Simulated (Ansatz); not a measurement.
# HgTe (Coloradoite) (F-43m) in Ansatz: further runs

One crystal, HgTe (Coloradoite), is run at these levels: PBEsol; tasks: band structure.

Program: Ansatz 0.2.0. These are calculated values, not measurements. Logs are shortened: lines on timing, memory, paths and dates and some standing lists are left out, and cuts for length are marked.

**1. The undisturbed crystal**

Symmetry: F-43m, No. 216, cubic system. The conventional cell has a = 6.429 Å, b = 6.429 Å, c = 6.429 Å, α = 90.00°, β = 90.00°, γ = 90.00°. Hg (site symmetry -43m) is surrounded by 4 Te at 2.78 Å. Te (site symmetry -43m) is surrounded by 4 Hg at 2.78 Å.

**2. Band structure, PBEsol (strain_z_fixed_volume = 0)**

The input, input.yaml:

```yaml
crystal:
  lattice:
    - [0.0, 3.2145, 3.2145]
    - [3.2145, 0.0, 3.2145]
    - [3.2145, 3.2145, 0.0]
  atoms:
    - { symbol: Hg, position: [0.0, 0.0, 0.0] }
    - { symbol: Te, position: [0.75, 0.75, 0.75] }
kpoints:
  mp_grid: { grid: [7, 7, 7] }
  band_path:
    path:
      - [0.0, 0.0, 0.0]
      - [0.5, 0.0, 0.5]
      - [0.5, 0.25, 0.75]
      - [0.375, 0.375, 0.75]
      - [0.0, 0.0, 0.0]
      - [0.5, 0.5, 0.5]
      - [0.625, 0.25, 0.625]
      - [0.5, 0.25, 0.75]
    npoints: 10
scf:
  occupations: { method: fermi_dirac, width: 0.05 }
hamiltonian:
  xc: pbesol
  pseudopotentials: { kind: all_electron, lapw: { basis_error: 0.001 } }
output:
  forces: true
  stress: true
  eigenvalues: true
```

Potentials or basis: all-electron LAPW, scalar-relativistic.

The run is started by

```console
ansatz run input.yaml --threads 1 --pin off --max-ram 3072MiB --backend cpu --events-out ev --progress --plain --runs-dir out
```

Standard output:

```text
Warning: RAYON_NUM_THREADS=1 ignored (pool sized by the plan → 1); use --threads N
LAPW: plane waves up to 8.293 Å⁻¹, error target 1.0e-3 eV per atom; small_component_spin mean_spin; Te in spheres of 1.373 Å, 24 of its electrons in bands, Dirac shells []; Hg in spheres of 1.410 Å, 44 of its electrons in bands, Dirac shells [] (how accurate: hamiltonian.pseudopotentials.lapw.basis_error, Limitations)
Engine: ansatz 0.2.0, aarch64-unknown-linux-gnu
Pseudopotentials: kind: all_electron
Pseudopotential: Hg, LAPW, valence charge 44, lapw/all_electron/scalar/gaussian/Hg, Koelling and Harmon's equation, gaussian nucleus
Pseudopotential: Te, LAPW, valence charge 24, lapw/all_electron/scalar/gaussian/Te, Koelling and Harmon's equation, gaussian nucleus
Functional definition: PBEsol
  exchange = pbesol_x
  correlation = pbesol_c
Crystal: 2 atoms, lattice volume = 66.431 Å³
Basis set: ecut = 262.0461301894825 eV, 645 PW (Γ), exchange–correlation at level 2
Bands: 41, of which v1, the nominal top of the filled ones, is band 34 counted from 1 (33 counted from 0)
Symmetry: 24 space group operations
Space group: F-43m (ITA 216), of the structure as read, at distance tolerance 4.1e-5 Å
k-points: 20 of 343 (time reversal used)
Non-local potential: Hg, projectors of the file, none
Non-local potential: Te, projectors of the file, none
Initial density: superposition of atomic densities (chi_scale 0.1, normalization cell, long waves kept (reshape's long-wave potential 0.00 eV rms))
Initial wavefunctions: plane waves of lowest kinetic energy (no species holds an atomic orbital)
Functional: x = pbesol(κ = 0.804, μ = 0.12345679012345678), c = pbesol(β = 0.046)
iter 1 solved again at ethr=5.87e-4 eV; its pass at ethr=1.00e-1 eV (dr2=3.99e-1 eV) is discarded
SCF iter   1: F=—  HF=-718490.879332 eV  |F-HF|=—  |Δ(HF+E_count)|=         —  Δρ=1.87e-2  dr2=4.00e-1  ethr=5.87e-4  ⟨swp⟩=2.4  Hψ=5115  notcnv=0
preconditioner: auto → none  [insulator: Δε(μ)=0.789 eV  Ē_g=12.249 eV  σ=0.050 eV  W_gap=0.69  n_scr=14 (ndim 8)  ℏωp=19.3 eV  f_vac=0.324  D(μ)=0.08/eV (n_scr^D=0)  ε∞_Penn≈3.5]
iter 2 solved again at ethr=4.30e-5 eV; its pass at ethr=5.87e-4 eV (dr2=2.92e-2 eV) is discarded
SCF iter   2: F=—  HF=-718490.688588 eV  |F-HF|=—  |Δ(HF+E_count)|=   1.91e-1  Δρ=6.11e-3  dr2=2.93e-2  ethr=4.30e-5  ⟨swp⟩=2.0  Hψ=4215  notcnv=0
SCF iter   3: F=—  HF=-718490.648769 eV  |F-HF|=—  |Δ(HF+E_count)|=   3.98e-2  Δρ=3.67e-3  dr2=6.85e-3  ethr=4.30e-5  ⟨swp⟩=2.0  Hψ=2512  notcnv=0
SCF iter   4: F=—  HF=-718490.647502 eV  |F-HF|=—  |Δ(HF+E_count)|=         —  Δρ=8.65e-4  dr2=3.65e-4  ethr=1.01e-5  ⟨swp⟩=2.0  Hψ=2381  notcnv=0
the basis was enlarged: its passes take 45.3 KiB over the memory plan, 1 of 1 planned eigensolver slots
SCF iter   5: F=—  HF=-718490.647438 eV  |F-HF|=—  |Δ(HF+E_count)|=   6.46e-5  Δρ=1.11e-4  dr2=4.91e-6  ethr=5.37e-7  ⟨swp⟩=2.0  Hψ=2381  notcnv=0
SCF iter   6: F=—  HF=-718490.647441 eV  |F-HF|=—  |Δ(HF+E_count)|=   3.84e-6  Δρ=1.98e-5  dr2=2.39e-7  ethr=7.22e-9  ⟨swp⟩=2.8  Hψ=2404  notcnv=0
SCF iter   7: F=-718490.647442 eV  HF=-718490.647442 eV  |F-HF|=2.72e-8  |Δ(HF+E_count)|=   1.88e-7  Δρ=5.04e-6  dr2=1.29e-8  ethr=3.51e-10  ⟨swp⟩=3.0  Hψ=2465  notcnv=0
SCF 1 converged in 7 iterations: F = -718490.647442 eV  dr2 = 1.29e-8
NSCF: frozen V_eff on 71 k-points
SCF converged after 7 iterations
Free energy (F): -718490.647442 eV
Harris-Foulkes:  -718490.647442 eV  (|F-HF|=2.72e-8)
Internal energy: -718490.646758 eV  (E = F + TS)
E sigma→0 (E₀):  -718490.647100 eV
Entropy (-TS):   -0.000684 eV (-0.342 meV/atom)
Fermi energy:    11.034264 eV
--- Per-component energies (eV) ---
  E_band       = -6066.683544
  E_kinetic    = 805664.507001
  E_xc         = -14701.043544
  E_electrostatic = -1509454.110214  (all electrons and nuclei)
  E_smearing   = -0.000684  (= −TS)
  E_closure    = 0.000000  (closes the sum)
  E_atoms      = -718486.292521  (free atoms, spherical and without spin; not in F)
  Σ components = -718490.647442   (vs F -718490.647442, Δ=0.00e0)
  Basis errors (estimates in eV, not in F): energy 4.3e-4 per atom: plane waves 4.0e-4 (2.3e-4 summed), levels above the bands 1.6e-81, relativity 1.9e-8, radial functions 3.5e-5, core shells 1.4e-8; eigenvalues (radial functions only) 8.8e-7; not estimated: angular momenta, meshes, grids; target (lapw.basis_error) 1.0e-3; muffin-tin radii Te 1.373 Å, Hg 1.410 Å
--- Forces (eV/Å), atoms counted from 1 ---
  atom   1  Hg     0.00000000    -0.00000000    -0.00000000
  atom   2  Te    -0.00000000     0.00000000    -0.00000000
  max |Σ_I F_I| component: 2.08e-17 eV/Å
--- Stress (GPa, compression-positive) ---
        1.773504      -0.000000      -0.000000
       -0.000000       1.773504       0.000000
       -0.000000       0.000000       1.773504
  P = ⅓ Tr σ = 1.7735 GPa (17.735 kbar)
--- Band table (eV; the first three rows and the last of 20) ---
  k-point 0: bands = ["-334.0690", "-334.0690", "-334.0671", "-334.0671", "-334.0671", "-148.1828", "-104.0279", "-98.2864", "-98.2864", "-98.2864", "-81.9891", "-81.9891", "-81.9891", "-81.9880", "-81.9880", "-81.9880", "-81.9868", "-52.4294", "-52.4294", "-52.4294", "-25.7338", "-25.7338", "-25.7338", "-25.7245", "-25.7245", "-1.1483", "3.5534", "3.5534", "3.5534", "4.1083", "4.1083", "10.2317", "10.9940", "10.9940", "10.9940", "15.1630", "15.1630", "15.1630", "17.2842", "20.7062", "20.7062"]
  k-point 1: bands = ["-334.0690", "-334.0690", "-334.0671", "-334.0671", "-334.0671", "-148.1828", "-104.0279", "-98.2864", "-98.2864", "-98.2864", "-81.9891", "-81.9891", "-81.9891", "-81.9880", "-81.9880", "-81.9880", "-81.9868", "-52.4294", "-52.4294", "-52.4294", "-25.7339", "-25.7337", "-25.7337", "-25.7244", "-25.7244", "-1.0446", "3.5821", "3.5821", "3.5904", "4.1055", "4.1055", "8.8873", "10.7615", "10.7615", "11.7055", "15.0979", "15.4643", "15.4643", "18.4336", "19.6376", "19.6376"]
  k-point 2: bands = ["-334.0690", "-334.0690", "-334.0671", "-334.0671", "-334.0671", "-148.1828", "-104.0279", "-98.2864", "-98.2864", "-98.2864", "-81.9891", "-81.9891", "-81.9891", "-81.9880", "-81.9880", "-81.9880", "-81.9868", "-52.4295", "-52.4294", "-52.4294", "-25.7341", "-25.7336", "-25.7336", "-25.7243", "-25.7243", "-0.7972", "3.6402", "3.6402", "3.7766", "4.1094", "4.1094", "7.1236", "10.3179", "10.3179", "11.7915", "15.8914", "15.8914", "16.2025", "18.4930", "19.5981", "19.5981"]
  k-point 19: bands = ["-334.0690", "-334.0690", "-334.0671", "-334.0671", "-334.0671", "-148.1828", "-104.0279", "-98.2864", "-98.2864", "-98.2864", "-81.9891", "-81.9891", "-81.9891", "-81.9880", "-81.9880", "-81.9880", "-81.9868", "-52.4295", "-52.4295", "-52.4294", "-25.7342", "-25.7338", "-25.7333", "-25.7244", "-25.7241", "-0.3585", "3.7665", "3.8274", "4.0360", "4.0931", "4.6811", "5.4178", "8.0133", "8.7560", "13.8087", "15.3463", "16.5955", "17.4823", "19.6650", "21.0981", "22.8452"]
```

It took 26 s on 1 thread of Arm Neoverse V2, shared host; peak memory 0.31 GiB.

Results:

```
Free energy             : -718490.6474 eV
Pressure                : 1.8 GPa
Band gap along the path : none (metal or under the smearing width)
```

Levels at the corners of the path, in eV from the Fermi level:
| point | band 31 | band 32 | band 33 | band 34 | band 35 | band 36 | band 37 | band 38 |
| --- | --- | --- | --- | --- | --- | --- | --- | --- |
| Γ | -6.93 | -0.80 | -0.04 | -0.04 | -0.04 | 4.13 | 4.13 | 4.13 |
| X | -6.46 | -5.59 | -2.40 | -2.40 | 1.81 | 2.30 | 8.10 | 8.86 |
| W | -6.28 | -5.69 | -2.82 | -2.69 | 3.10 | 4.49 | 5.18 | 6.02 |
| K | -6.37 | -5.62 | -3.07 | -2.00 | 2.15 | 3.91 | 6.91 | 7.14 |
| Γ | -6.93 | -0.80 | -0.04 | -0.04 | -0.04 | 4.13 | 4.13 | 4.13 |
| L | -6.61 | -5.67 | -1.07 | -1.07 | 0.60 | 4.95 | 4.95 | 6.65 |
| U | -6.37 | -5.62 | -3.07 | -2.00 | 2.15 | 3.91 | 6.91 | 7.14 |
| W | -6.28 | -5.69 | -2.82 | -2.69 | 3.10 | 4.49 | 5.18 | 6.02 |

Caveat: spin-orbit coupling is left out, which moves the levels of the heavy elements.

**3. Band structure, PBEsol, 33.22 Å³/atom (strain_z_fixed_volume = -0.04)**

The input, input.yaml:

```yaml
crystal:
  lattice:
    - [0.0, 3.2807853242, 3.08592]
    - [3.2807853242, 0.0, 3.08592]
    - [3.2807853242, 3.2807853242, 0.0]
  atoms:
    - { symbol: Hg, position: [0.0, 0.0, 0.0] }
    - { symbol: Te, position: [0.75, 0.75, 0.75] }
kpoints:
  mp_grid: { grid: [7, 7, 7] }
  band_path:
    path:
      - [0.0, 0.0, 0.0]
      - [0.0, 0.5, 0.5]
      - [0.2825701678, 0.5, 0.7825701678]
      - [0.3912850839, 0.3912850839, 0.7825701678]
      - [0.0, 0.0, 0.0]
      - [-0.5, -0.5, 0.0]
      - [-0.3912850839, -0.3912850839, 0.2174298322]
      - [0.0, 0.0, 0.5]
    npoints: 10
scf:
  occupations: { method: fermi_dirac, width: 0.05 }
hamiltonian:
  xc: pbesol
  pseudopotentials: { kind: all_electron, lapw: { basis_error: 0.001 } }
output:
  forces: true
  stress: true
  eigenvalues: true
```

Potentials or basis: all-electron LAPW, scalar-relativistic.

The run is started by

```console
ansatz run input.yaml --threads 1 --pin off --max-ram 3072MiB --backend cpu --events-out ev --progress --plain --runs-dir out
```

Wall time 42 s (1 thread of Arm Neoverse V2, shared host); peak memory 0.37 GiB.

Results (log left out):

```yaml
Free_energy: -718490.6408 eV
Pressure: 1.7 GPa
Band_gap_on_the_k_mesh: 0.19 eV, direct
Band_gap_along_the_path: 0.08 eV, indirect (least direct gap 0.19 eV)
```

Caveat: spin-orbit coupling is left out, which moves the levels of the heavy elements; the mesh misses the band edges, which the band path finds closer together.

**4. Band structure, PBEsol, 33.22 Å³/atom (strain_z_fixed_volume = -0.02)**

The input, input.yaml:

```yaml
crystal:
  lattice:
    - [0.0, 3.2471353545, 3.15021]
    - [3.2471353545, 0.0, 3.15021]
    - [3.2471353545, 3.2471353545, 0.0]
  atoms:
    - { symbol: Hg, position: [0.0, 0.0, 0.0] }
    - { symbol: Te, position: [0.75, 0.75, 0.75] }
kpoints:
  mp_grid: { grid: [7, 7, 7] }
  band_path:
    path:
      - [0.0, 0.0, 0.0]
      - [0.0, 0.5, 0.5]
      - [0.2656206173, 0.5, 0.7656206173]
      - [0.3828103086, 0.3828103086, 0.7656206173]
      - [0.0, 0.0, 0.0]
      - [-0.5, -0.5, 0.0]
      - [-0.3828103086, -0.3828103086, 0.2343793827]
      - [0.0, 0.0, 0.5]
    npoints: 10
scf:
  occupations: { method: fermi_dirac, width: 0.05 }
hamiltonian:
  xc: pbesol
  pseudopotentials: { kind: all_electron, lapw: { basis_error: 0.001 } }
output:
  forces: true
  stress: true
  eigenvalues: true
```

The run is started by

```console
ansatz run input.yaml --threads 1 --pin off --max-ram 3072MiB --backend cpu --events-out ev --progress --plain --runs-dir out
```

Run time: 42 s. Hardware: 1 thread of Arm Neoverse V2, shared host; peak memory 0.37 GiB.

The run converged. Its results:

```yaml
Free_energy: -718490.6457 eV
Pressure: 1.8 GPa
Band_gap_on_the_k_mesh: 0.10 eV, direct
Band_gap_along_the_path: 0.09 eV, indirect (least direct gap 0.10 eV)
```

Caveat: spin-orbit coupling is left out, which moves the levels of the heavy elements.
